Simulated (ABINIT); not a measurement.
# Ge (I4_1/amd) in ABINIT: notebook, part 2 of 2

ABINIT 10.8.3 (patched build). The steps go on from the part before.

## Step 3: Band structure, rPW86PBE

File run.abi:

```
# Datasets: ground state, then fixed potential
ndtset 2

# Pseudopotentials
pp_dirpath "./"
pseudos "Ge.GGA_PBE-JTH.xml"

# Structure
acell 3.8998406021 3.8998406021 3.8998406021 Angstrom
rprim
    -0.6601525502     0.6601525502     0.3583255794
     0.6601525502    -0.6601525502     0.3583255794
     0.6601525502     0.6601525502    -0.3583255794
ntypat 1
znucl 32
natom 2
typat 1 1
xred
     0.5000000000     0.5000000000     0.0000000000
     0.2500000000     0.7500000000     0.5000000000

# Plane-wave basis
ecut 22.0
pawecutdg 44.0

# Exchange and correlation
ixc -144130

# Bands and occupations
occopt 3
tsmear 0.00183747

# SCF cycle
nstep 100

# Output
iomode 3
prtwf 0
prteig 0
prtebands 0
enunit 1
prtden1 1

# Dataset 1
kptopt1 1
ngkpt1 11 11 11
nshiftk1 1
shiftk1 0.0 0.0 0.0
nband1 18
tolvrs1 1.0e-9

# Dataset 2: bands along G-X-M-G-Z-P-N-Z1-M
iscf2 -2
getden2 1
nband2 24
nbdbuf2 4
tolwfr2 1.0e-11
kptopt2 -8
ndivsm2 6
prteig2 1
kptbounds2
     0.0000000000     0.0000000000     0.0000000000
     0.0000000000     0.0000000000     0.5000000000
    -0.5000000000     0.5000000000     0.5000000000
     0.0000000000     0.0000000000     0.0000000000
     0.3236558120     0.3236558120    -0.3236558120
     0.2500000000     0.2500000000     0.2500000000
     0.0000000000     0.5000000000     0.0000000000
    -0.3236558120     0.6763441880     0.3236558120
    -0.5000000000     0.5000000000     0.5000000000
```

Potentials or basis: JTH PAW PBE v2.0.

Run with:

```console
$ abinit run.abi > log 2>&1
```

run.abo:

```text
.Version 10.8.3 of ABINIT
 DATASET    1 : space group I4_1/a m d (#141); Bravais tI (body-center tetrag.)
================================================================================
 Values of the parameters that define the memory need for DATASET  1.
     intxc =       0    ionmov =       0      iscf =      17    lmnmax =      18
     lnmax =       6     mgfft =      32  mpssoang =       3    mqgrid =    3001
     natom =       2  nloc_mem =       2    nspden =       1   nspinor =       1
    nsppol =       1      nsym =      16    n1xccc =       1    ntypat =       1
    occopt =       3   xclevel =       2
       mpw =        1250          nfft =       32768          nkpt =         126
 PAW method is used; the additional fine FFT grid is defined by:
   mgfftf=        45    nfftf =     91125
================================================================================
================================================================================

 DATASET    2 : space group I4_1/a m d (#141); Bravais tI (body-center tetrag.)
================================================================================
 Values of the parameters that define the memory need for DATASET  2.
     intxc =       0    ionmov =       0      iscf =      -2    lmnmax =      18
     lnmax =       6     mgfft =      32  mpssoang =       3    mqgrid =    3001
     natom =       2  nloc_mem =       2    nspden =       1   nspinor =       1
    nsppol =       1      nsym =      16    n1xccc =       1    ntypat =       1
    occopt =       3   xclevel =       2
       mpw =        1258          nfft =       32768          nkpt =          73
 PAW method is used; the additional fine FFT grid is defined by:
   mgfftf=        45    nfftf =     91125
================================================================================
================================================================================

--------------------------------------------------------------------------------
[... 917 lines left out ...]
              =  3.899840602100  3.899840602100  3.899840602100 angstroms
 Eigenvalues (   eV  ) for nkpt=  73  k points:
 kpt#   1, nband= 24, wtk=  1.00000, kpt=  0.0000  0.0000  0.0000 (reduced coord)
 -15.39699  -15.35436  -15.32182  -15.32054  -15.21510  -15.21510  -15.20906  -15.20906
 -15.14561  -15.07813   -3.99069    5.07966    6.99563    6.99563   12.96590   16.83171
  16.83171   17.36082   17.54510   21.00453   22.02107   23.08905   24.24802   24.25973
 kpt#   2, nband= 24, wtk=  1.00000, kpt=  0.0000  0.0000  0.0625 (reduced coord)
 -15.39471  -15.35472  -15.32310  -15.31878  -15.21623  -15.21399  -15.20847  -15.20812
 -15.14692  -15.08020   -3.94779    4.67231    7.04314    7.31047   13.18086   16.27577
  16.59936   17.50551   17.58461   21.30690   21.99985   22.84700   24.38896   24.42816
 kpt#   3, nband= 24, wtk=  1.00000, kpt=  0.0000  0.0000  0.1250 (reduced coord)
 -15.38819  -15.35569  -15.32659  -15.31317  -15.21884  -15.21093  -15.20667  -15.20548
 -15.15056  -15.08658   -3.81911    3.84431    7.18540    7.87925   13.80740   15.35654
  16.00462   17.39812   17.65155   21.87150   22.08817   22.42786   24.73670   24.95376
 kpt#   4, nband= 24, wtk=  1.00000, kpt=  0.0000  0.0000  0.1875 (reduced coord)
 -15.37799  -15.35711  -15.33169  -15.30420  -15.22369  -15.20658  -15.20460  -15.20169
 -15.15661  -15.09673   -3.60477    2.91350    7.42161    8.43841   14.36514   14.78962
  15.22461   17.25056   17.53503   21.64930   22.02983   23.12531   25.31028   25.75274
 kpt#   5, nband= 24, wtk=  1.00000, kpt=  0.0000  0.0000  0.2500 (reduced coord)
[... 261 lines left out ...]
 -15.20386  -15.20238    0.58378    0.73314    3.85883    3.85883   11.20861   17.85448
  19.84910   19.84910   23.31241   24.09441   24.09441   25.82626   26.69449   27.40570
 kpt#  71, nband= 24, wtk=  1.00000, kpt= -0.4559  0.5441  0.4559 (reduced coord)
 -15.35357  -15.34836  -15.23965  -15.22575  -15.21912  -15.21912  -15.21338  -15.20879
 -15.20879  -15.20850    0.44459    0.53892    3.67240    3.67240   12.61957   17.73835
  20.05720   20.05720   23.08151   24.96931   24.96931   26.32453   26.50546   27.27475
 kpt#  72, nband= 24, wtk=  1.00000, kpt= -0.4780  0.5220  0.4780 (reduced coord)
 -15.35916  -15.35566  -15.23675  -15.22304  -15.22171  -15.21471  -15.21471  -15.21301
 -15.20648  -15.20648    0.36834    0.41409    3.55995    3.55995   14.06410   16.81141
  20.13803   20.13803   23.70530   25.68743   25.83152   25.83152   26.87210   27.23457
 kpt#  73, nband= 24, wtk=  1.00000, kpt= -0.5000  0.5000  0.5000 (reduced coord)
 -15.35982  -15.35978  -15.23101  -15.23098  -15.21745  -15.21739  -15.21325  -15.21325
 -15.20575  -15.20575    0.35748    0.35776    3.52237    3.52237   15.49664   15.49677
  20.15794   20.15794   24.71418   24.71423   26.19941   26.19941   27.07901   27.11819

== END DATASET(S) ==============================================================
================================================================================

 -outvars: echo values of variables after computation  --------
            acell      7.3696306727E+00  7.3696306727E+00  7.3696306727E+00 Bohr
           etotal1    -1.9114122359E+02
            fcart1     7.1344924208E-30  1.9457706602E-30  0.0000000000E+00
                      -7.1344924208E-30 -1.9457706602E-30  0.0000000000E+00
            rprim     -6.6015255020E-01  6.6015255020E-01  3.5832557940E-01
                       6.6015255020E-01 -6.6015255020E-01  3.5832557940E-01
                       6.6015255020E-01  6.6015255020E-01 -3.5832557940E-01
           strten1    -2.9080087072E-04 -2.9080087072E-04 -2.9024512751E-04
                       0.0000000000E+00  0.0000000000E+00  0.0000000000E+00
           xangst     -8.5082413722E-17  9.9095588627E-17  1.3974126433E+00
                       2.5744897188E+00  9.2089001175E-17  6.9870632166E-01
             xred      5.0000000000E-01  5.0000000000E-01  2.7215441573E-18
                       2.5000000000E-01  7.5000000000E-01  5.0000000000E-01
 Calculation completed.
```

It took 2.6 min on 1 thread of Arm Neoverse V1, shared host; peak memory 0.19 GiB.

Results:

```yaml
Free_energy: -5201.2177 eV
Pressure: 8.6 GPa
Band_gap_on_the_k_mesh: none (metal or under the smearing width)
Valence_electrons_inside_the_program's_atomic_spheres: Ge 12.28 (radii [1.2196] Å)
```

Levels at the corners of the path, in eV from the Fermi level:
```
point  band 10  band 11  band 12  band 13  band 14  band 15  band 16  band 17  band 18  band 19
    Γ   -24.41   -13.33    -4.26    -2.34    -2.34     3.63     7.50     7.50     8.03     8.21
    X   -24.50   -10.60   -10.60     0.61     0.61     1.93     1.93     7.47     7.47    11.56
    M   -24.54    -8.98    -8.98    -5.81    -5.81     6.16     6.16    10.82    10.82    15.38
    Γ   -24.41   -13.33    -4.26    -2.34    -2.34     3.63     7.50     7.50     8.03     8.21
    Z   -24.47    -7.58    -6.56    -3.72    -3.52    -3.52     3.65     6.69     6.69    11.16
    P   -24.48    -6.99    -6.99    -4.26    -4.26     4.19     4.19     4.80     4.80     8.35
    N   -24.46    -8.15    -6.40    -2.72    -2.01    -1.34     2.71     3.51     5.47     8.95
   Z1   -24.47    -7.58    -6.56    -3.72    -3.52    -3.52     3.65     6.69     6.69    11.16
    M   -24.54    -8.98    -8.98    -5.81    -5.81     6.16     6.16    10.82    10.82    15.38
```

Caveat: the PAW data sets were made with another functional, which shifts forces and pressure a little.
